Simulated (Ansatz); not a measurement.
# HgTe (I-4m2) in Ansatz: notebook

The runs below take HgTe through single point, equation of state, with r2SCAN.

All numbers are computed with Ansatz 0.2.0; they aren't measurements. Logs are shortened: lines on timing, memory, paths and dates and some standing lists are left out, and cuts for length are marked.

### Step 1. The crystal as given

The structure is tetragonal, space group I-4m2 (No. 119). The conventional cell has a = 6.091 Å, b = 6.091 Å, c = 3.119 Å, α = 90.00°, β = 90.00°, γ = 90.00°. Hg (site symmetry -4m2) is surrounded by 2 Hg at 3.12 Å and 4 Te at 3.14 Å. Te (site symmetry -4m2) is surrounded by 2 Te at 3.12 Å and 4 Hg at 3.14 Å.

Measurements of this composition are mostly on another form, of space group No. 216.

### Step 2. Single point, r2SCAN, 27.19 Å³/atom (volume scaled by 0.94)

Input file input.yaml:

```yaml
crystal:
  lattice:
    - [-2.9834303915, 2.9834303915, 1.5275763738]
    - [2.9834303915, -2.9834303915, 1.5275763738]
    - [2.9834303915, 2.9834303915, -1.5275763738]
  atoms:
    - { symbol: Hg, position: [0.75, 0.25, 0.5] }
    - { symbol: Te, position: [0.0, 0.0, 0.0] }
hamiltonian:
  xc: r2scan
  pseudopotentials: { kind: paw }
kpoints:
  mp_grid: { grid: [10, 10, 10] }
scf:
  occupations: { method: fermi_dirac, width: 0.05 }
output:
  forces: true
  stress: true
  eigenvalues: true
```

Potentials or basis: Ansatz PAW.

On the command line:

```sh
> ansatz run input.yaml --threads 2 --pin off --max-ram 5632MiB --backend cpu --events-out ev --progress --plain --runs-dir out
```

Log:

```text
Warning: RAYON_NUM_THREADS=2 ignored (pool sized by the plan → 2); use --threads N
Engine: ansatz 0.2.0, aarch64-unknown-linux-gnu
Pseudopotentials: kind: paw
Pseudopotential: Hg, paw, valence charge 20, recommended cutoff 500 eV (meta_gga), Hg.paw.azcp
Pseudopotential: Te, paw, valence charge 16, recommended cutoff 500 eV (meta_gga), Te.paw.azcp
Functional definition: r2SCAN
  parameter k0 = 0.174
  parameter k1 = 0.065
  parameter a1 = 4.9479
  exchange = r2scan_x(k0 = k0, k1 = k1, a1 = a1)
  correlation = r2scan_c
Crystal: 2 atoms, lattice volume = 54.387 Å³
Basis set: ecut = 500 eV, 1357 PW (Γ), exchange–correlation on 144×144×144 points (64 copies of the dense FFT grid, shifted against one another)
Bands: 22, of which v1, the nominal top of the filled ones, is band 18 counted from 1 (17 counted from 0)
Symmetry: 8 space group operations
Space group: I-4m2 (ITA 119), of the structure as read, at distance tolerance 3.8e-5 Å
k-points: 102 of 1000 (time reversal used)
Non-local potential: Hg, projectors of the file, l = 0: 3, l = 1: 2, l = 2: 2, l = 3: 1
Non-local potential: Te, projectors of the file, l = 0: 2, l = 1: 2, l = 2: 2, l = 3: 2
PAW form: soft (Blöchl's): semilocal exchange-correlation on the pseudo side does not see the compensation charge
PAW frozen core: Hg, regenerated for the run's functional (the file was generated under x = pbe(κ = 0.804, μ = 0.2195149727645171), c = pbe(β = 0.06672455060314922))
PAW frozen core: Te, regenerated for the run's functional (the file was generated under x = pbe(κ = 0.804, μ = 0.2195149727645171), c = pbe(β = 0.06672455060314922))
PAW one-centre angular grid: Hg, 590 points (default); XC on 160 Gauss nodes
PAW one-centre angular grid: Te, 590 points (default); XC on 160 Gauss nodes
Initial density: superposition of atomic densities (neutral atoms: chi_scale 0, normalization atom), corrected by the library's trained network
Initial wavefunctions: pseudopotential atomic-orbital guess
Functional: x = r2scan, c = r2scan; τ floored in thin density (d = 2e-4 eV/Å³)
SCF iter   1: F=—  HF=-20822.578093 eV  |F-HF|=—  |Δ(HF+E_count)|=         —  Δρ=7.12e-3  dr2=2.26e-2  dr2_τ=8.22e-3  ethr=1.77e-3  ⟨swp⟩=6.2  Hψ=10554  notcnv=0
preconditioner: auto → Kerker (q_TF=auto, 2.547 Å⁻¹)  [metal: Δε(μ)=0.025 eV  Ē_g=11.086 eV  σ=0.050 eV  W_gap=0.12  n_scr=16 (ndim 8)  ℏωp=21.4 eV  f_vac=0.000  D(μ)=1.21/eV (n_scr^D=4)]
SCF iter   2: F=—  HF=-20822.580178 eV  |F-HF|=—  |Δ(HF+E_count)|=   2.09e-3  Δρ=3.93e-3  dr2=8.00e-3  dr2_τ=6.35e-4  ethr=6.27e-5  ⟨swp⟩=2.0  Hψ=4310  notcnv=0  defer=1
SCF iter   3: F=—  HF=-20822.579578 eV  |F-HF|=—  |Δ(HF+E_count)|=   5.99e-4  Δρ=8.81e-4  dr2=1.01e-3  dr2_τ=2.02e-5  ethr=2.22e-5  ⟨swp⟩=2.4  Hψ=3173  notcnv=0  defer=1
SCF iter   4: F=—  HF=-20822.579568 eV  |F-HF|=—  |Δ(HF+E_count)|=   1.08e-5  Δρ=3.17e-4  dr2=3.85e-5  dr2_τ=4.38e-6  ethr=2.80e-6  ⟨swp⟩=2.0  Hψ=3167  notcnv=0  defer=1
SCF iter   5: F=—  HF=-20822.579606 eV  |F-HF|=—  |Δ(HF+E_count)|=   3.84e-5  Δρ=8.51e-5  dr2=5.07e-6  dr2_τ=1.11e-7  ethr=1.07e-7  ⟨swp⟩=2.0  Hψ=3237  notcnv=0  defer=1
SCF iter   6: F=—  HF=-20822.579608 eV  |F-HF|=—  |Δ(HF+E_count)|=   2.41e-6  Δρ=2.97e-5  dr2=5.95e-7  dr2_τ=2.30e-8  ethr=1.41e-8  ⟨swp⟩=2.1  Hψ=3596  notcnv=0  defer=1
SCF iter   7: F=-20822.579609 eV  HF=-20822.579609 eV  |F-HF|=1.94e-8  |Δ(HF+E_count)|=   2.33e-7  Δρ=9.08e-6  dr2=5.75e-8  dr2_τ=1.05e-9  ethr=2.78e-10  ⟨swp⟩=6.9  Hψ=10524  notcnv=0
SCF 1 converged in 7 iterations: F = -20822.579609 eV  dr2 = 5.75e-8
SCF converged after 7 iterations
Free energy (F): -20822.579609 eV
Harris-Foulkes:  -20822.579609 eV  (|F-HF|=1.94e-8)
Internal energy: -20822.569804 eV  (E = F + TS)
E sigma→0 (E₀):  -20822.574707 eV
Entropy (-TS):   -0.009804 eV (-4.902 meV/atom)
Fermi energy:    12.047806 eV
--- Per-component energies (eV) ---
  E_band       = -686.969721
  E_kinetic    = 784.626463
  E_local      = -3851.886914  (includes V_loc(G=0)·N_el)
  E_nonlocal   = -236.113125
  E_hartree    = 1921.623944
  E_xc         = -323.406480
  E_vxc        = -401.516602  (∫ρ·V_xc dr)
  E_paw        = -14658.009900  (= ΣΔE_a)
  E_vpaw       = -852.179940  (= ΣTr[D̂ρ^β])
  E_aug_tail   = 0.000346  (compensation charges beyond the density's cutoff)
  E_vtau       = 26.841964  (kinetic-family band-sum trace: ∫τ·v_τ [+ j·A + Jᵃ·Aᵃ] dr)
  E_ewald      = -4459.540067
  E_core_change = 0.135928  (= ΣΔE_core)
  E_smearing   = -0.009804  (= −TS)
  E_closure    = 0.000000  (closes the sum)
  Σ components = -20822.579609   (vs F -20822.579609, Δ=0.00e0)
--- Forces (eV/Å), atoms counted from 1 ---
  atom   1  Hg    -0.00000000     0.00000000    -0.00000000
  atom   2  Te     0.00000000     0.00000000     0.00000000
  max |Σ_I F_I| component: 1.39e-17 eV/Å
--- Stress (GPa, compression-positive) ---
       -0.029825       0.000000       0.000000
        0.000000      -0.029825       0.000000
        0.000000       0.000000       5.895393
  P = ⅓ Tr σ = 1.9452 GPa (19.452 kbar)
--- Band table (eV; the first three rows and the last of 102) ---
  k-point 0: bands = ["-105.3034", "-53.1490", "-53.1306", "-53.1306", "-26.0219", "-25.9309", "-25.9309", "-25.8956", "-25.8945", "-1.3618", "3.8515", "4.6603", "4.7458", "5.2251", "5.2251", "8.5768", "9.1843", "9.1843", "16.0413", "16.9134", "19.4975", "19.4975"]
  k-point 1: bands = ["-105.3034", "-53.1490", "-53.1307", "-53.1306", "-26.0219", "-25.9309", "-25.9309", "-25.8956", "-25.8944", "-1.3117", "3.8492", "4.6629", "4.7011", "5.2242", "5.2334", "7.6526", "9.3215", "10.1245", "16.0012", "16.9957", "18.8700", "19.1233"]
  k-point 2: bands = ["-105.3034", "-53.1490", "-53.1307", "-53.1306", "-26.0219", "-25.9309", "-25.9308", "-25.8956", "-25.8941", "-1.1724", "3.8421", "4.5941", "4.6527", "5.2224", "5.2518", "6.6159", "9.6994", "11.2273", "15.8946", "16.8085", "17.6990", "18.9567"]
  k-point 101: bands = ["-105.3034", "-53.1490", "-53.1308", "-53.1308", "-26.0218", "-25.9306", "-25.9306", "-25.8963", "-25.8925", "-0.6388", "3.8075", "4.9950", "5.2589", "5.2589", "5.3899", "7.1306", "7.1306", "7.2892", "15.6340", "19.8813", "20.9676", "20.9676"]
```

It took 12 s on 2 threads of Arm Neoverse V2, shared host; peak memory 0.62 GiB.

Results:

```
Free energy            : -20822.5796 eV
Pressure               : 1.9 GPa
Band gap on the k mesh : none (metal or under the smearing width)
```

Caveat: the PAW data sets come from PBE, with cores solved anew for the run's functional, which leaves a small shift of forces and pressure.

### Step 3. Single point, r2SCAN, 27.77 Å³/atom (volume scaled by 0.96)

Changes to input.yaml since step 2:

```diff
@@ -2,5 +2,5 @@
   lattice:
-    - [-2.9834303915, 2.9834303915, 1.5275763738]
-    - [2.9834303915, -2.9834303915, 1.5275763738]
-    - [2.9834303915, 2.9834303915, -1.5275763738]
+    - [-3.0044411569, 3.0044411569, 1.5383343083]
+    - [3.0044411569, -3.0044411569, 1.5383343083]
+    - [3.0044411569, 3.0044411569, -1.5383343083]
   atoms:
```

Potentials or basis: Ansatz PAW.

On the command line:

```sh
> ansatz run input.yaml --threads 2 --pin off --max-ram 5632MiB --backend cpu --events-out ev --progress --plain --runs-dir out
```

Run time: 12 s. Hardware: 2 threads of Arm Neoverse V2, shared host; peak memory 0.63 GiB.

Results (log left out):

```
Free energy            : -20822.5895 eV
Pressure               : 0.8 GPa
Band gap on the k mesh : none (metal or under the smearing width)
```

Caveat: the PAW data sets come from PBE, with cores solved anew for the run's functional, which leaves a small shift of forces and pressure.

### Step 4. Single point, r2SCAN, 28.35 Å³/atom (volume scaled by 0.98)

Changes to input.yaml since step 3:

```diff
@@ -2,5 +2,5 @@
   lattice:
-    - [-3.0044411569, 3.0044411569, 1.5383343083]
-    - [3.0044411569, -3.0044411569, 1.5383343083]
-    - [3.0044411569, 3.0044411569, -1.5383343083]
+    - [-3.0251620955, 3.0251620955, 1.5489438457]
+    - [3.0251620955, -3.0251620955, 1.5489438457]
+    - [3.0251620955, 3.0251620955, -1.5489438457]
   atoms:
```

On the command line:

```sh
> ansatz run input.yaml --threads 2 --pin off --max-ram 5632MiB --backend cpu --events-out ev --progress --plain --runs-dir out
```

Run time: 13 s. Hardware: 2 threads of Arm Neoverse V2, shared host; peak memory 0.63 GiB.

It converged, with:

```yaml
Free_energy: -20822.5916 eV
Pressure: -0.2 GPa
Band_gap_on_the_k_mesh: none (metal or under the smearing width)
```

Caveat: the PAW data sets come from PBE, with cores solved anew for the run's functional, which leaves a small shift of forces and pressure.

### Step 5. Single point, r2SCAN, 28.93 Å³/atom

Changes to input.yaml since step 4:

```diff
@@ -2,5 +2,5 @@
   lattice:
-    - [-3.0251620955, 3.0251620955, 1.5489438457]
-    - [3.0251620955, -3.0251620955, 1.5489438457]
-    - [3.0251620955, 3.0251620955, -1.5489438457]
+    - [-3.045603, 3.045603, 1.55941]
+    - [3.045603, -3.045603, 1.55941]
+    - [3.045603, 3.045603, -1.55941]
   atoms:
```

On the command line:

```sh
> ansatz run input.yaml --threads 2 --pin off --max-ram 5632MiB --backend cpu --events-out ev --progress --plain --runs-dir out
```

Wall time 13 s (2 threads of Arm Neoverse V2, shared host); peak memory 0.63 GiB.

The run converged. Its results:

```
Free energy            : -20822.5869 eV
Pressure               : -1.1 GPa
Band gap on the k mesh : none (metal or under the smearing width)
```

Caveat: the PAW data sets come from PBE, with cores solved anew for the run's functional, which leaves a small shift of forces and pressure.

### Step 6. Single point, r2SCAN, 29.51 Å³/atom (volume scaled by 1.02)

Changes to input.yaml since step 5:

```diff
@@ -2,5 +2,5 @@
   lattice:
-    - [-3.045603, 3.045603, 1.55941]
-    - [3.045603, -3.045603, 1.55941]
-    - [3.045603, 3.045603, -1.55941]
+    - [-3.0657731441, 3.0657731441, 1.5697375195]
+    - [3.0657731441, -3.0657731441, 1.5697375195]
+    - [3.0657731441, 3.0657731441, -1.5697375195]
   atoms:
@@ -19 +19,5 @@
   eigenvalues: true
+  write_density: true
+  write_potential: true
+  elf: true
+  volumetric_format: npy
```

Potentials or basis: Ansatz PAW.

On the command line:

```sh
> ansatz run input.yaml --threads 2 --pin off --max-ram 5632MiB --backend cpu --events-out ev --progress --plain --runs-dir out
```

Run time: 18 s. Hardware: 2 threads of Arm Neoverse V2, shared host; peak memory 0.63 GiB.

Results (log left out):

```yaml
Free_energy: -20822.5762 eV
Pressure: -1.9 GPa
Band_gap_on_the_k_mesh: none (metal or under the smearing width)
```

Caveat: the PAW data sets come from PBE, with cores solved anew for the run's functional, which leaves a small shift of forces and pressure.

### Step 7. Single point, r2SCAN, 30.09 Å³/atom (volume scaled by 1.04)

Changes to input.yaml since step 6:

```diff
@@ -2,5 +2,5 @@
   lattice:
-    - [-3.0657731441, 3.0657731441, 1.5697375195]
-    - [3.0657731441, -3.0657731441, 1.5697375195]
-    - [3.0657731441, 3.0657731441, -1.5697375195]
+    - [-3.0856813198, 3.0856813198, 1.5799309059]
+    - [3.0856813198, -3.0856813198, 1.5799309059]
+    - [3.0856813198, 3.0856813198, -1.5799309059]
   atoms:
```

On the command line:

```sh
> ansatz run input.yaml --threads 2 --pin off --max-ram 5632MiB --backend cpu --events-out ev --progress --plain --runs-dir out
```

Run time: 18 s. Hardware: 2 threads of Arm Neoverse V2, shared host; peak memory 0.64 GiB.

Results (log left out):

```
Free energy            : -20822.5603 eV
Pressure               : -2.5 GPa
Band gap on the k mesh : none (metal or under the smearing width)
```

Caveat: the PAW data sets come from PBE, with cores solved anew for the run's functional, which leaves a small shift of forces and pressure.

### Step 8. Single point, r2SCAN, 30.66 Å³/atom (volume scaled by 1.06)

Input file input.yaml:

```yaml
crystal:
  lattice:
    - [-3.1053358708, 3.1053358708, 1.5899944314]
    - [3.1053358708, -3.1053358708, 1.5899944314]
    - [3.1053358708, 3.1053358708, -1.5899944314]
  atoms:
    - { symbol: Hg, position: [0.75, 0.25, 0.5] }
    - { symbol: Te, position: [0.0, 0.0, 0.0] }
hamiltonian:
  xc: r2scan
  pseudopotentials: { kind: paw }
kpoints:
  mp_grid: { grid: [10, 10, 10] }
scf:
  occupations: { method: fermi_dirac, width: 0.05 }
output:
  forces: true
  stress: true
  eigenvalues: true
```

On the command line:

```sh
> ansatz run input.yaml --threads 2 --pin off --max-ram 5632MiB --backend cpu --events-out ev --progress --plain --runs-dir out
```

Wall time 15 s (2 threads of Arm Neoverse V2, shared host); peak memory 0.64 GiB.

Results (log left out):

```
Free energy            : -20822.5397 eV
Pressure               : -3.1 GPa
Band gap on the k mesh : none (metal or under the smearing width)
```

Caveat: the PAW data sets come from PBE, with cores solved anew for the run's functional, which leaves a small shift of forces and pressure.

### Step 9. Equation of state, r2SCAN

Potentials or basis: Ansatz PAW.

No new run: the results of the series are fitted here.

What came out:

| Property | Result |
| --- | --- |
| Equilibrium volume | 28.23 Å³/atom |
| Bulk modulus at fixed shape and positions | 47 GPa |
| Pressure derivative of the bulk modulus | 5.2 |

Energy against volume, from the lowest point:
```
volume (Å³/atom)  energy (meV/atom)
          27.193               5.98
          27.772               1.06
          28.351               0.00
          28.929               2.34
          29.508               7.66
          30.086              15.63
          30.665              25.91
```

Caveat: the cell was scaled at fixed shape and fractional positions, which overstates the stiffness of a crystal with free parameters, most of all of layers and chains; the PAW data sets were made with another functional, which shifts forces and pressure a little. The run has no spin-orbit coupling, so splittings on Hg, Te are missing.
